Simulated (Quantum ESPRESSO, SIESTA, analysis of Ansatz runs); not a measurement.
# GaN (P6_3mc):Al_Ga, a ladder of methods on one cell (SIESTA)

Question: at which Fermi levels does Al_Ga in GaN (P6_3mc) change its charge, and how much of the answer depends on the k-points? The model is a cell of 72 host atoms with 1 Ga taken out and 1 Al put in.

Main program and level: SIESTA 5.4.2; SIESTA numerical-orbital DFT, PBEsol, DZP basis, PseudoDojo 0.4.1 potentials converted to PSML; charged supercells in a uniform background, point-charge correction with alignment at far sites.

**What experiment says.**

“Vacancy defect in bulk and at (10overline10) surface of GaN: A combined first-principles theoretical and experimental analysis” (2017, arxiv:1710.05670) quotes from earlier work for GaN, wurtzite (bulk w-GaN, literature, 300 K): band gap (direct gap at Gamma) 3.4 eV [Rounded room-temperature literature value quoted in passing in the theory part].

### 1. The structure

The cell holds 72 atoms: 35 Ga, 36 N and 1 Al. Its edges and angles: a = 9.608 Å, b = 9.608 Å, c = 10.426 Å, α = 90.0°, β = 90.0°, γ = 120.0°. It derives from GaN (space group P6_3mc). Nearest the centre at fractional (0.444, 0.556, 0.499): Al34 at 0.00 Å, N35 at 1.96 Å, N43 at 1.96 Å, N11 at 1.96 Å, N40 at 1.97 Å, Ga33 at 3.20 Å, Ga37 at 3.20 Å, Ga41 at 3.20 Å.

As a file:

```xyz
72
Lattice="9.6085 -0.0017 0.0000 -4.8057 8.3203 0.0000 0.0000 0.0000 10.4264" Properties=species:S:1:pos:R:3 pbc="T T T"
Ga    1.6011    0.9242    2.6012
Ga   -0.0002    1.8487    5.2078
N     1.6011    0.9242    4.5663
N    -0.0002    1.8487    1.9597
Ga    1.6011    0.9242    7.8144
Ga   -0.0002    1.8487   10.4210
N     1.6011    0.9242    9.7795
N    -0.0002    1.8487    7.1729
Ga   -0.0008    3.6976    2.6012
Ga   -1.6021    4.6221    5.2078
N    -0.0008    3.6976    4.5663
N    -1.6021    4.6221    1.9597
Ga   -0.0008    3.6976    7.8144
Ga   -1.6021    4.6221   10.4210
N    -0.0008    3.6976    9.7795
N    -1.6021    4.6221    7.1729
Ga   -1.6027    6.4711    2.6012
Ga   -3.2040    7.3955    5.2078
N    -1.6027    6.4711    4.5663
N    -3.2040    7.3955    1.9597
Ga   -1.6027    6.4711    7.8144
Ga   -3.2040    7.3955   10.4210
N    -1.6027    6.4711    9.7795
N    -3.2040    7.3955    7.1729
Ga    4.8039    0.9236    2.6012
Ga    3.2027    1.8481    5.2078
N     4.8039    0.9236    4.5663
N     3.2027    1.8481    1.9597
Ga    4.8039    0.9236    7.8144
Ga    3.2027    1.8481   10.4210
N     4.8039    0.9236    9.7795
N     3.2027    1.8481    7.1729
Ga    3.2020    3.6971    2.6012
Al    1.6008    4.6215    5.2078
N     3.2020    3.6971    4.5663
N     1.6008    4.6215    1.9597
Ga    3.2020    3.6971    7.8144
Ga    1.6008    4.6215   10.4210
N     3.2020    3.6971    9.7795
N     1.6008    4.6215    7.1729
Ga    1.6001    6.4705    2.6012
Ga   -0.0012    7.3950    5.2078
N     1.6001    6.4705    4.5663
N    -0.0012    7.3950    1.9597
Ga    1.6001    6.4705    7.8144
Ga   -0.0012    7.3950   10.4210
N     1.6001    6.4705    9.7795
N    -0.0012    7.3950    7.1729
Ga    8.0067    0.9231    2.6012
Ga    6.4055    1.8475    5.2078
N     8.0067    0.9230    4.5663
N     6.4055    1.8475    1.9597
Ga    8.0067    0.9231    7.8144
Ga    6.4055    1.8475   10.4210
N     8.0067    0.9230    9.7795
N     6.4055    1.8475    7.1729
Ga    6.4048    3.6965    2.6012
Ga    4.8036    4.6210    5.2078
N     6.4048    3.6965    4.5663
N     4.8036    4.6210    1.9597
Ga    6.4048    3.6965    7.8144
Ga    4.8036    4.6210   10.4210
N     6.4048    3.6965    9.7795
N     4.8036    4.6210    7.1729
Ga    4.8029    6.4699    2.6012
Ga    3.2017    7.3944    5.2078
N     4.8029    6.4699    4.5663
N     3.2017    7.3944    1.9597
Ga    4.8029    6.4699    7.8144
Ga    3.2017    7.3944   10.4210
N     4.8029    6.4699    9.7795
N     3.2017    7.3944    7.1729
```

Known beforehand: the electronic dielectric constant, (5.90, 5.90, 6.09), and the static one, (10.22, 10.22, 11.31), from a response run on this crystal (DFPT, PBEsol, Quantum ESPRESSO) at that run's own cell.

The cell's shortest repeat is 9.6 Å.

The primitive cell was relaxed at this level beforehand, to 46.30 Å³.

The defect-free supercell was relaxed beforehand, from displaced atoms: they ended at most 0.01 Å from the sites they started about, so the symmetric structure holds.

### 2. Band edges

Levels are counted from the valence top, which comes from the unit cell, dense mesh; the energy of the host comes from the defect-free supercell at the defects' own k-points, so that the host's part of the sampling error cancels.

Contents of host.fdf:

```
SystemName                      GaN
SystemLabel                     host
NumberOfSpecies                 2
NumberOfAtoms                   4
%block ChemicalSpeciesLabel
  1   31 Ga
  2    7 N
%endblock ChemicalSpeciesLabel
LatticeConstant                 1.0 Ang
%block LatticeVectors
     3.202819000    -0.000573000     0.000000000
    -1.601906000     2.773436000     0.000000000
     0.000000000     0.000000000     5.213207000
%endblock LatticeVectors
AtomicCoordinatesFormat         Fractional
%block AtomicCoordinatesAndAtomicSpecies
     0.666630562     0.333369142     0.498961580  1
     0.333369438     0.666630858     0.998961484  1
     0.666630874     0.333369142     0.875909972  2
     0.333369126     0.666630858     0.375910068  2
%endblock AtomicCoordinatesAndAtomicSpecies
%block kgrid.MonkhorstPack
   12   0   0  0.00
    0  12   0  0.00
    0   0   6  0.00
%endblock kgrid.MonkhorstPack
XC.Functional                   GGA
XC.Authors                      PBEsol
PAO.BasisSize                   DZP
PAO.EnergyShift                 0.005 Ry
Mesh.Cutoff                     300 Ry
OccupationFunction              FD
ElectronicTemperature           0.01 eV
MaxSCFIterations                150
SCF.MustConverge                true
SCF.Mixer.Method                Pulay
SCF.Mixer.Weight                0.2
SCF.Mixer.History               10
SCF.DM.Tolerance                1.0e-4
SCF.H.Tolerance                 1.0e-3 eV
WriteForces                     true
Charge.Mulliken                 end
```

On the command line:

```console
$ OMP_NUM_THREADS=1 siesta host.fdf > host.out
```

Log:

```text
Version         : 5.4.2

                           ***********************
                           *  WELCOME TO SIESTA  *
                           ***********************

[...]
reinit: Reading from file host.fdf

reinit: -----------------------------------------------------------------------
reinit: System Name: GaN
reinit: -----------------------------------------------------------------------
reinit: System Label: host
reinit: -----------------------------------------------------------------------

initatom: Reading input for the pseudopotentials and atomic orbitals ----------
Species number:   1 Atomic number:   31 Label: Ga
Species number:   2 Atomic number:    7 Label: N

[... pseudopotential checks and orbital generation ...]

prinput: Basis input

PAO.BasisType split

%block ChemicalSpeciesLabel
    1   31 Ga                      # Species index, atomic number, species label
    2    7 N                       # Species index, atomic number, species label
%endblock ChemicalSpeciesLabel

%block PAO.Basis                 # Define Basis set
# WARNING: This information might be incomplete!
[...]
(Free)E + p*V (eV/cell)    -4718.4940
Target enthalpy (eV/cell)    -4718.4957
[...]
siesta: Final energy (eV):
siesta:  Band Struct. =    -601.886200
siesta:       Kinetic =    3796.423809
siesta:       Hartree =    1186.711170
siesta:         Exch. =   -1214.545394
siesta:         Corr. =     -78.577134
siesta:   Exch.-corr. =   -1293.122527
siesta:  Ion-electron =   -5855.252930
siesta:       Ion-ion =   -2553.255197
siesta:         Total =   -4718.495676
siesta:         Fermi =      -5.456980
[...]
siesta: Stress tensor (static) (eV/Ang**3):
siesta:    -0.000373    0.000314   -0.000000
siesta:     0.000314   -0.000011    0.000000
siesta:    -0.000000    0.000000    0.000276
[...]
siesta: Cell volume =         46.303160 Ang**3
[...]
siesta: Pressure (static):
siesta:                Solid            Molecule  Units
siesta:           0.00000039          0.00000048  Ry/Bohr**3
siesta:           0.00003586          0.00004448  eV/Ang**3
siesta:           0.05745533          0.07125881  kBar
[...]
mulliken: Qtot =       36.000

Mulliken Atomic Populations:
Atom #   charge [q] valence [e]  Species
     1     0.911995   12.088005  Ga
     2     0.911995   12.088005  Ga
     3    -0.911995    5.911995  N
     4    -0.911995    5.911995  N
 Total     0.000000

Job completed
```

Elapsed: 62 s, on 1 MPI rank of Arm Neoverse V1, shared host; peak memory 0.25 GiB.

The gap at this level is 1.79 eV.

Test of the sampling: at one point at (¼, ¼, ¼) the host's energy lies 25 meV an atom below its value on the primitive cell's dense mesh, a warning that formation energies at this sampling may be off by tenths of an eV.

[end of part 1 of 3]

[Logs are printed without paths, hosts, clocks, repeated set-up lines and the standing remarks that a program may print on its own settings, such as how far it seeks lower states.]

[Hosts, paths, dates, database ids (printed as entryN), source tags and the programs' standing remarks are cut or masked in the printed files.]

[For some hosts the program warned that the k-mesh of the response run may be too coarse for force constants and the static dielectric constant; such warnings are not shown here.]

[Charge tables in the logs are Mulliken or Hirshfeld populations, whose sizes and signs can differ; where basis functions stand at a vacancy, SIESTA counts their charge against the missing atom's valence.]

[In relaxation paths of CP2K, step 0 can be the structure after the first move, since the trajectory file begins there, and the last row can be the final structure solved once more.]
